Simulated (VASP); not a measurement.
Crystal: ZnSe.

```
CELL_PARAMETERS angstrom
3.32515 0.00000 0.00000
0.00000 3.32515 0.00000
0.00000 0.00000 3.32515
ATOMIC_POSITIONS crystal
Zn 0.00000 0.00000 0.00000
Se 0.50000 0.50000 0.50000
```

The cell was built by a generator and needn't be a form met in nature.

Base run:

- Program: VASP 6.6.1
- Functional: r2SCAN
- Potentials or basis: VASP PAW PBE potentials, release 64 (Zn, Se)
- Cutoff: 520 eV
- k mesh: 6 × 6 × 6
- Occupations: fermi-dirac, width 0.02 eV
- Spin: no spin polarisation

Its results: band gap on the k mesh none (metal or under the smearing width); pressure -0.2 GPa.

Problem. The run is repeated on the same cell with these changes: functional from r2SCAN to HSE06; k mesh from 6 × 6 × 6 to 4 × 4 × 4. What comes out?

Solution. Band gap on the k mesh none (metal or under the smearing width); pressure 1.6 GPa.

Several settings changed at once, so the effect can't be laid on one alone.

Caveats: some runs use coarse meshes; the PAW data sets were made with another functional, which shifts forces and pressure a little.
